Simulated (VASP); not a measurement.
# Bi2Te3 (Tellurobismuthite) (R-3m) in VASP: further runs

One crystal, Bi2Te3 (Tellurobismuthite), is run at these levels: PBE, LDA, PBEsol, r2SCAN; tasks: band structure.

Program: VASP 6.6.1. These are calculated values, not measurements. Logs are shortened: lines on timing, memory, paths and dates and some standing lists are left out, and cuts for length are marked.

**What was measured.**

“Vacancy and Antisite-Induced Ferromagnetism in Liquid-Phase Exfoliated Bi2Te3”, 2024, arxiv:2412.10539 quotes, for a bulk crystal of Bi2Te3: band gap 0.17 eV.

How close the calculation comes is told below.

## Step 1: The crystal as given

The structure is trigonal, space group R-3m (No. 166). Conventional cell: a = 4.386 Å, b = 4.386 Å, c = 30.497 Å, α = 90.00°, β = 90.00°, γ = 120.00°. Bi (site symmetry 3m) is surrounded by 6 Te at 3.07 to 3.25 Å. Around Te (site symmetry 3m) lie 3 Bi at 3.07 Å. Around Te (site symmetry -3m) lie 6 Bi at 3.25 Å.

## Step 2: Band structure, PBE

POSCAR reads:

```
Bi2Te3
1.0
    2.1930000000      1.2661291403     10.1656666667
   -2.1930000000      1.2661291403     10.1656666667
    0.0000000000     -2.5322582807     10.1656666667
Bi Te
2 3
Direct
    0.6000000000      0.6000000000      0.6000000000
    0.4000000000      0.4000000000      0.4000000000
    0.7905000000      0.7905000000      0.7905000000
    0.2095000000      0.2095000000      0.2095000000
    0.0000000000      0.0000000000      0.0000000000
```

INCAR.step1 reads:

```
SYSTEM = Bi2Te3
PREC = Accurate
ENCUT = 500
EDIFF = 1E-6
ISMEAR = -1
SIGMA = 0.05
LREAL = .FALSE.
LASPH = .TRUE.
NELM = 60
ALGO = Fast
ISIF = 2
LWAVE = .FALSE.
LCHARG = .TRUE.
GGA = PE
```

KPOINTS.step1 reads:

```
regular mesh
0
G
  7 7 7
  0 0 0
```

INCAR.step2 reads:

```
SYSTEM = Bi2Te3
PREC = Accurate
ENCUT = 500
EDIFF = 1E-6
ISMEAR = 0
SIGMA = 0.05
LREAL = .FALSE.
LASPH = .TRUE.
NELM = 60
ALGO = Fast
ISIF = 2
LWAVE = .FALSE.
LCHARG = .FALSE.
GGA = PE
ICHARG = 11
```

KPOINTS.step2 reads:

```
path GLB1,BZGX,QFP1Z,LP
10
line-mode
reciprocal
 0.0000000000  0.0000000000  0.0000000000  G
 0.5000000000  0.0000000000  0.0000000000  L

 0.5000000000  0.0000000000  0.0000000000  L
 0.5000000000  0.1770083925 -0.1770083925  B1

 0.8229916075  0.5000000000  0.1770083925  B
 0.5000000000  0.5000000000  0.5000000000  Z

 0.5000000000  0.5000000000  0.5000000000  Z
 0.0000000000  0.0000000000  0.0000000000  G

 0.0000000000  0.0000000000  0.0000000000  G
 0.3385041962  0.0000000000 -0.3385041962  X

 0.6614958038  0.3385041962  0.0000000000  Q
 0.5000000000  0.5000000000  0.0000000000  F

 0.5000000000  0.5000000000  0.0000000000  F
 0.6614958038  0.6614958038  0.1770083925  P1

 0.6614958038  0.6614958038  0.1770083925  P1
 0.5000000000  0.5000000000  0.5000000000  Z

 0.5000000000  0.0000000000  0.0000000000  L
 0.8229916075  0.3385041962  0.3385041962  P
```

Potentials or basis: VASP PAW PBE potentials, release 64 (Bi, Te).

Run with:

```bash
$ cat potpaw_PBE.64/Bi/POTCAR potpaw_PBE.64/Te/POTCAR > POTCAR
$ cp INCAR.step1 INCAR
$ cp KPOINTS.step1 KPOINTS
$ mpirun -np 1 vasp_std > vasp.out
$ cp INCAR.step2 INCAR
$ cp KPOINTS.step2 KPOINTS
$ mpirun -np 1 vasp_std > vasp.out
```

OUTCAR:

```text
SYSTEM = Bi2Te3
   PREC = Accurate
   ENCUT = 500
   EDIFF = 1E-6
   ISMEAR = 0
   LREAL = .FALSE.
   LASPH = .TRUE.
   NELM = 60
   ISIF = 2
   GGA = PE
   ICHARG = 11

 ion  position               nearest neighbor table
   1  0.600  0.600  0.600-   4 3.07   4 3.07   4 3.07   5 3.25   5 3.25   5 3.25
   2  0.400  0.400  0.400-   3 3.07   3 3.07   3 3.07   5 3.25   5 3.25   5 3.25
   3  0.791  0.791  0.791-   2 3.07   2 3.07   2 3.07   4 3.64   4 3.64   4 3.64
   4  0.209  0.209  0.209-   1 3.07   1 3.07   1 3.07   3 3.64   3 3.64   3 3.64
   5  0.000  0.000  0.000-   1 3.25   2 3.25   1 3.25   1 3.25   2 3.25   2 3.25

  LATTYP: Found a trigonal (rhomboedric) cell.
 ALAT       =    10.4763118882
 COS(alpha) =     0.9123624111

  Lattice vectors:

 A1 = (   2.1930000000,   1.2661291403,  10.1656666667)
 A2 = (  -2.1930000000,   1.2661291403,  10.1656666667)
 A3 = (   0.0000000000,  -2.5322582807,  10.1656666667)

Analysis of symmetry for initial positions (statically):
=====================================================================
 Subroutine PRICEL returns:
 Original cell was already a primitive cell.

 Routine SETGRP: Setting up the symmetry group for a
 trigonal (rhombohedral) supercell.

 Subroutine GETGRP returns: Found 12 space group operations
 (whereof 12 operations were pure point group operations)
 out of a pool of 12 trial point group operations.

The static configuration has the point symmetry D_3d.

Analysis of symmetry for dynamics (positions and initial velocities):
=====================================================================
 Subroutine PRICEL returns:
 Original cell was already a primitive cell.

 Routine SETGRP: Setting up the symmetry group for a
 trigonal (rhombohedral) supercell.

 Subroutine GETGRP returns: Found 12 space group operations
 (whereof 12 operations were pure point group operations)
 out of a pool of 12 trial point group operations.

The dynamic configuration has the point symmetry D_3d.

 Subroutine INISYM returns: Found 12 space group operations
 (whereof 12 operations are pure point group operations),
 and found     1 'primitive' translations

----------------------------------------------------------------------------------------

                                     Primitive cell

  volume of cell :     169.3572

  direct lattice vectors                    reciprocal lattice vectors
     2.193000000  1.266129140 10.165666667     0.227998176  0.131634808  0.032790111
    -2.193000000  1.266129140 10.165666667    -0.227998176  0.131634808  0.032790111
     0.000000000 -2.532258281 10.165666667     0.000000000 -0.263269617  0.032790111

  length of vectors
    10.476311888 10.476311888 10.476311888     0.265303755  0.265303755  0.265303755

  position of ions in fractional coordinates (direct lattice)
     0.600000000  0.600000000  0.600000000
     0.400000000  0.400000000  0.400000000
     0.790500000  0.790500000  0.790500000
     0.209500000  0.209500000  0.209500000
     0.000000000  0.000000000  0.000000000

  ion indices of the primitive-cell ions
   primitive index   ion index
                 1           1
                 2           2
                 3           3
                 4           4
                 5           5

----------------------------------------------------------------------------------------

 KPOINTS: path GLB1,BZGX,QFP1Z,LP

Interpolating k-points between supplied coordinates.

 Line segments in fractional coordinates (reciprocal lattice):
    0.000000  0.000000  0.000000  ...  0.500000  0.000000  0.000000
    0.500000  0.000000  0.000000  ...  0.500000  0.177008 -0.177008
    0.822992  0.500000  0.177008  ...  0.500000  0.500000  0.500000
    0.500000  0.500000  0.500000  ...  0.000000  0.000000  0.000000
    0.000000  0.000000  0.000000  ...  0.338504  0.000000 -0.338504
    0.661496  0.338504  0.000000  ...  0.500000  0.500000  0.000000
    0.500000  0.500000  0.000000  ...  0.661496  0.661496  0.177008
    0.661496  0.661496  0.177008  ...  0.500000  0.500000  0.500000
    0.500000  0.000000  0.000000  ...  0.822992  0.338504  0.338504

 Generated    10 points on each line segment, for a total of     90 k-points:

 Following reciprocal coordinates:
            Coordinates               Weight
  0.000000  0.000000  0.000000      0.011111
  0.055556  0.000000  0.000000      0.011111
  0.111111  0.000000  0.000000      0.011111
  0.166667  0.000000  0.000000      0.011111
  0.222222  0.000000  0.000000      0.011111
  0.277778  0.000000  0.000000      0.011111
[... 16 lines left out ...]
  0.751216  0.500000  0.248784      0.011111
  0.715328  0.500000  0.284672      0.011111
 [... further k-points ...]
   k-points           NKPTS =     90   k-points in BZ     NKDIM =     90   number of bands    NBANDS=     18
   number of dos      NEDOS =    301   number of ions     NIONS =      5
   total plane-waves  NPLWV = 512000
   dimension x,y,z NGX =    80 NGY =   80 NGZ =   80
   dimension x,y,z NGXF=   160 NGYF=  160 NGZF=  160
   ions per type =               2   3
   NGX,Y,Z   is equivalent  to a cutoff of  12.69, 12.69, 12.69 a.u.
   NGXF,Y,Z  is equivalent  to a cutoff of  25.39, 25.39, 25.39 a.u.
 SYSTEM =  Bi2Te3
   PREC   = accura    normal or accurate (medium, high low for compatibility)
   ISTART =      0    job   : 0-new  1-cont  2-samecut
   ICHARG =     11    charge: 1-file 2-atom 10-const
   ISPIN  =      1    spin polarized calculation?
   LNONCOLLINEAR =      F non collinear calculations
   LSORBIT =      F    spin-orbit coupling
   LASPH  =      T    aspherical Exc in radial PAW
   ENCUT  =  500.0 eV  36.75 Ry    6.06 a.u.  19.10 19.10 19.10*2*pi/ulx,y,z
   NELM   =     60;   NELMIN=  2; NELMDL=  0     # of ELM steps
   EDIFF  = 0.1E-05   stopping-criterion for ELM
   LREAL  =      F    real-space projection
   EDIFFG = 0.1E-04   stopping-criterion for IOM
   NSW    =      0    number of steps for IOM
   IBRION =     -1    ionic relax: 0-MD 1-quasi-New 2-CG
   NFREE  =      0    steps in history (QN), initial steepest desc. (CG)
   ISIF   =      2    stress and relaxation
   ISYM   =      2    0-nonsym 1-usesym 2-fastsym
   POTIM  = 0.5000    time-step for ionic-motion
   TEBEG  =    0.0;   TEEND  =   0.0 temperature during run
   PSTRESS=    0.0 pullay stress
   NELECT =      28.0000    total number of electrons
   NUPDOWN=      -1.0000    fix difference up-down
   EMIN   =  10.00;   EMAX   =-10.00  energy-range for DOS
   EFERMI =   0.00;   METHOD = LEGACY
   ISMEAR =     0;   SIGMA  =   0.05  broadening in eV -4-tet -1-fermi 0-gaus
   EFERMI_NEDOS =   21; number of points for ismear=-14 and -15
   IALGO  =     68    algorithm
   IMIX   =      4    mixing-type and parameters
     AMIX     =   0.40;   BMIX     =  1.00
     AMIX_MAG =   1.60;   BMIX_MAG =  1.00
  volume/ion in A,a.u.               =      33.87       228.58
  Fermi-wavevector in a.u.,A,eV,Ry     =   0.898517  1.697951 10.984428  0.807333
  Thomas-Fermi vector in A             =   2.021236
   LORBIT       =      0    0 simple, 1 ext, 2 COOP (PROOUT), +10 PAW based schemes
   GGA     = PE    functional components
   LHFCALC =     F    Hartree Fock is set to
   AEXX    =    0.0000 exact exchange contribution
   IVDW    =     0    specifies the selected vdW correction
   LEPSILON=     F    determine dielectric tensor
   LRPA    =     F    only Hartree local field effects (RPA)
 non-spin polarized calculation
 RMM-DIIS sequential band-by-band and
 Gauss-broadening in eV      SIGMA  =   0.05
  energy-cutoff  :      500.00
  volume of cell :      169.36
 maximum number of plane-waves:      4326
 NGX is ok and might be reduce to    80

 number of electron      27.9999999 magnetization

 Free energy of the ion-electron system (eV)
  ---------------------------------------------------
  ext. energy  EPLUGINS =         0.00000000
  ---------------------------------------------------
  free energy    TOTEN  =       -16.48547609 eV

  energy without entropy =      -16.48547526  energy(sigma->0) =      -16.48547568

 E-fermi :   5.9089     XC(G=0):  -9.2649

 val. band max:        5.7698991232   @ k =   0.0000   0.0000   0.0000
 cond. band min:       6.0479178542   @ k =   0.0000   0.0000   0.0000
 fundamental gap:      0.2780187310
 Fermi energy:         5.9089193783

 k-point     1 :       0.0000    0.0000    0.0000
  band No.  band energies     occupation
      1      -7.5794      2.00000
      2      -6.8591      2.00000
      3      -5.6408      2.00000
      4      -3.1538      2.00000
      5      -2.6993      2.00000
      6       3.4383      2.00000
[... 10 lines left out ...]
     17       6.4143      0.00000
     18       7.7562      0.00000

 k-point     2 :       0.0556    0.0000    0.0000
  band No.  band energies     occupation
      1      -7.5523      2.00000
      2      -6.8360      2.00000
      3      -5.6219      2.00000
      4      -3.1767      2.00000
      5      -2.7226      2.00000
      6       3.2026      2.00000
[... 10 lines left out ...]
     17       6.8364      0.00000
     18       7.7393      0.00000

 k-point     3 :       0.1111    0.0000    0.0000
  band No.  band energies     occupation
      1      -7.4711      2.00000
      2      -6.7676      2.00000
      3      -5.5662      2.00000
      4      -3.2502      2.00000
      5      -2.7923      2.00000
      6       2.8234      2.00000
[... 10 lines left out ...]
     17       7.2089      0.00000
     18       7.5933      0.00000

 k-point     4 :       0.1667    0.0000    0.0000
  band No.  band energies     occupation
      1      -7.3369      2.00000
      2      -6.6565      2.00000
      3      -5.4765      2.00000
      4      -3.3864      2.00000
      5      -2.9067      2.00000
      6       2.4868      2.00000
[... 375 lines left out ...]
      4      -4.8240      2.00000
      5      -4.6356      2.00000
      6       1.2463      2.00000
[... 10 lines left out ...]
     17       8.1219      0.00000
     18       8.8279      0.00000

 k-point    23 :       0.7512    0.5000    0.2488
  band No.  band energies     occupation
      1      -5.9647      2.00000
      2      -5.8050      2.00000
      3      -4.8267      2.00000
      4      -4.5896      2.00000
      5      -4.2607      2.00000
      6       1.3854      2.00000
[... 10 lines left out ...]
     17       7.9201      0.00000
     18       8.6006      0.00000

 k-point    24 :       0.7153    0.5000    0.2847
  band No.  band energies     occupation
      1      -6.3197      2.00000
      2      -6.1230      2.00000
      3      -4.8264      2.00000
      4      -4.3752      2.00000
      5      -3.8504      2.00000
      6       1.3611      2.00000
[... 10 lines left out ...]
     17       7.7004      0.00000
     18       8.3439      0.00000

 [... further k-points ...]

------------------------ aborting loop because EDIFF is reached ----------------------------------------

  FORCE on cell =-STRESS in cart. coord.  units (eV):
  Direction    XX          YY          ZZ          XY          YZ          ZX
  --------------------------------------------------------------------------------------
  -------------------------------------------------------------------------------------
  Total        8.5703574      8.5703574      2.6982467      0.0000000     -0.0000000      0.0000000
  in kB       81.0785105     81.0785105     25.5263366      0.0000000     -0.0000000      0.0000000
  external PRESSURE =      62.5611192 kB  Pullay stress =       0.0000000 kB

 VOLUME and BASIS-vectors are now :
 -----------------------------------------------------------------------------
  energy-cutoff  :      500.00
  volume of cell :      169.36
      direct lattice vectors                 reciprocal lattice vectors
     2.193000000  1.266129140 10.165666667     0.227998176  0.131634808  0.032790111
    -2.193000000  1.266129140 10.165666667    -0.227998176  0.131634808  0.032790111
     0.000000000 -2.532258281 10.165666667     0.000000000 -0.263269617  0.032790111

 POSITION                                       TOTAL-FORCE (eV/Angst)
 -----------------------------------------------------------------------------------
      0.00000     -0.00000     18.29820         0.000000      0.000000     -0.090845
      0.00000     -0.00000     12.19880         0.000000     -0.000000      0.090845
      0.00000     -0.00000     24.10788         0.000000      0.000000     -0.259898
      0.00000     -0.00000      6.38912         0.000000     -0.000000      0.259898
      0.00000      0.00000      0.00000         0.000000     -0.000000      0.000000
 -----------------------------------------------------------------------------------
    total drift:                               -0.000000     -0.000000     -0.000000

  FREE ENERGIE OF THE ION-ELECTRON SYSTEM (eV)
  ---------------------------------------------------
  free  energy   TOTEN  =       -16.4854760934 eV

  energy  without entropy=      -16.4854752586  energy(sigma->0) =      -16.48547568
```

It took 20 min on 1 thread of Intel Xeon 6975P-C (Granite Rapids), shared host; peak memory 1.1 GiB.

Results:

```yaml
Band_gap_on_the_k_mesh: 0.28 eV, direct
Band_gap_along_the_path: 0.28 eV, direct
```

Levels at the corners of the path, in eV from the valence-band top:
```tsv
point	band 11	band 12	band 13	band 14	band 15	band 16	band 17	band 18
Γ	-1.72	-0.88	-0.88	0.00	0.28	0.64	0.64	1.99
L	-2.92	-2.43	-0.93	-0.51	0.56	1.05	2.75	2.77
L	-2.92	-2.43	-0.93	-0.51	0.56	1.05	2.74	2.77
B1	-2.57	-1.96	-0.99	-0.79	1.19	1.44	2.51	3.23
B	-2.57	-1.96	-0.99	-0.79	1.19	1.44	2.51	3.23
Z	-1.43	-1.17	-1.17	-0.44	0.82	1.13	1.13	1.64
Z	-1.43	-1.17	-1.17	-0.44	0.82	1.13	1.13	1.69
Γ	-1.72	-0.88	-0.88	0.00	0.28	0.64	0.64	1.96
Γ	-1.72	-0.88	-0.88	0.00	0.28	0.64	0.64	1.96
X	-2.98	-1.63	-1.39	-0.66	1.07	2.00	2.05	3.62
Q	-2.98	-1.63	-1.39	-0.66	1.07	2.00	2.05	3.78
F	-2.01	-1.82	-1.56	-0.97	0.85	1.50	2.05	2.66
F	-2.01	-1.82	-1.56	-0.97	0.85	1.50	2.05	2.67
P1	-2.47	-1.37	-1.33	-1.24	1.17	1.29	1.68	2.62
P1	-2.47	-1.37	-1.33	-1.24	1.17	1.29	1.68	2.59
Z	-1.43	-1.17	-1.17	-0.44	0.82	1.13	1.13	1.64
L	-2.92	-2.43	-0.93	-0.51	0.56	1.05	2.74	3.32
P	-2.47	-1.37	-1.33	-1.24	1.17	1.29	1.68	2.60
```

Caveat: the log is that of the step along the path at fixed density, whose energy, stress, charges and moments have no meaning; spin-orbit coupling is left out, which as a rule narrows the gap of such compounds by several tenths of an eV.

(Continued in part 2 of 2.)
